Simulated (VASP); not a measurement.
Here is a VASP 6.6.1 calculation.

File INCAR:

```
PREC = Accurate
ENCUT = 600
EDIFF = 1E-6
ISMEAR = 0
SIGMA = 0.05
LREAL = False
LASPH = True
NELM = 80
ALGO = Fast
ISIF = 3
LWAVE = False
LCHARG = False
GGA = RP
IBRION = 2
NSW = 40
EDIFFG = -0.01
```

The input KPOINTS:

```
regular mesh
0
Gamma
  10 10 10
```

POSCAR

```
MgH2
1.0
    0.0000000000      2.3810671700      2.3810671700
    2.3810671700      0.0000000000      2.3810671700
    2.3810671700      2.3810671700      0.0000000000
Mg H
1 2
Direct
    0.0120048800      0.9832899500      0.0115125200
    0.7519630300      0.7515515000      0.7474538500
    0.2360320900      0.2651585500      0.2410336300
```

Potentials or basis: VASP PAW PBE potentials, release 64 (Mg, H).

Command:

```sh
$ cat potpaw_PBE.64/Mg/POTCAR potpaw_PBE.64/H/POTCAR > POTCAR
$ mpirun -np 1 vasp_std > vasp.out
```

Problem. Predict the band gap on the k mesh.

Solution. None (metal or under the smearing width).

Problem. Estimate the relaxed volume.

Solution. 9.20 Å³/atom.

Final structure:
```xyz
3
Lattice="0.0061 2.3949 2.3948 2.4064 -0.0055 2.4064 2.3976 2.3977 0.0033" Properties=species:S:1:pos:R:3 pbc="T T T"
Mg    2.3977    2.3981    0.0041
H     3.6077    3.5902    3.6034
H     1.2023    1.1965    1.2003
```

Caveat: the PAW data sets were made with another functional, which shifts forces and pressure a little.
